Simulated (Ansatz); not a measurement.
# Ag: equation of state with PBE

Crystal: Ag.

```xyz
1
Lattice="0.0000 2.0427 2.0427 2.0427 0.0000 2.0427 2.0427 2.0427 0.0000" Properties=species:S:1:pos:R:3 pbc="T T T"
Ag    0.0000    0.0000    0.0000
```

* Program: Ansatz 0.2.0
* Task: equation of state
* Functional: PBE
* Potentials or basis: Ansatz NC
* Cutoff: 960 eV
* Density cutoff: 3840 eV
* k mesh: 11 × 11 × 11
* Occupations: fermi-dirac, width 0.05 eV
* Spin: no spin polarisation

```json
{
  "Equilibrium volume": "17.80 Å³/atom",
  "Bulk modulus": "90 GPa",
  "Pressure derivative of the bulk modulus": "6.2"
}
```

Energy against volume, from the lowest point:
```
volume (Å³/atom)  energy (meV/atom)
          16.025              63.76
          16.366              39.57
          16.707              21.87
          17.048               9.84
          17.389               2.76
          17.730               0.00
          18.071               1.00
```

All runs of the series together: 7 s on 2 threads of Arm Neoverse V2, with other jobs on the host.

PBE usually gives volumes a little too large and moduli too small. Zero-point motion and thermal expansion aren't in these numbers.
